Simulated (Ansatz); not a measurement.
One crystal and one scan (frozen-phonon scan) at two levels, r2SCAN (plane waves to 500 eV, PAW, scalar-relativistic; Ansatz, a quantum-chemistry and plane-wave program) and PBE (plane waves to 420 eV, PAW, scalar-relativistic; Ansatz), each from its own relaxed cell and on its own mesh. The cell shown is that of r2SCAN.

Starting cell, InN (zinc blende):

```
CELL_PARAMETERS angstrom
      0.00000     4.99920     4.99920
      2.49960     2.49960     4.99920
      2.49960     2.49960     0.00000
ATOMIC_POSITIONS crystal
  N  0.00000 0.75000 0.75000
  N  0.50000 0.75000 0.75000
  In 0.00000 0.00000 0.00000
  In 0.50000 0.00000 0.00000
```

A phonon eigenvector at X = (0.5, 0.5, 0.0) is frozen into this cell: atom i moves by Q times the vector below, so Q is the largest atomic displacement, in Å. The cell is held. (q is in reciprocal vectors of the primitive cell; the cell shown is doubled to hold the pattern.)

```csv
atom,x,y,z
In3,0.000,0.000,1.000
In4,0.000,0.000,-1.000
```

Atoms not listed stay in place.

InN was relaxed with its symmetry unable to fall. With partly filled bands, energies and forces of such displacements shift with the k mesh and the smearing. Percentages come from the unrounded values. Both scans cover Q from -0.180 to 0.180 Å.

Results of r2SCAN:

```
Quantity                                                                                                                                           Value
----------------------------------------------------------------------------------------  --------------------------------------------------------------
Lattice constant a (Å)                                                                                                                             4.999
Energy at Q = 0.180 Å (meV/cell)                                                                                                                     727
Harmonic wavenumber from the curvature (finite differences) (cm⁻¹ (negative: imaginary))                                                             232
Space group of the distorted cell                                                                                    P-4m2 (No. 115), lowered from F-43m
Symmetry of the curve                                                                                                      even: the same for both signs
Shape of the curve                                                                        a single well with its minimum at or next to zero displacement
```

Question: Estimate the PBE values.

Answer: 
| quantity | PBE | r2SCAN − PBE |
|---|---|---|
| Lattice constant a (Å) | 5.049 | -0.050 (-1.0 %) |
| Energy at Q = 0.180 Å (meV/cell) | 659 | +68 (+10 %) |
| Harmonic wavenumber from the curvature (finite differences) (cm⁻¹ (negative: imaginary)) | 221 | +11 (+5 %) |

r2SCAN gives the higher value for: energy at Q = 0.180 Å; harmonic wavenumber from the curvature. r2SCAN gives the lower value for: lattice constant a. (r2SCAN) At this level the bands of InN touch or barely overlap; measurements give the solid a gap. (PBE) At this level the bands of InN touch or barely overlap; measurements give the solid a gap. Both give the same space group of the distorted cell: P-4m2 (No. 115), lowered from F-43m.

(For displaced atoms, the force is minus the slope of the energy, and its curvature is a force constant, which sets phonon frequencies.)
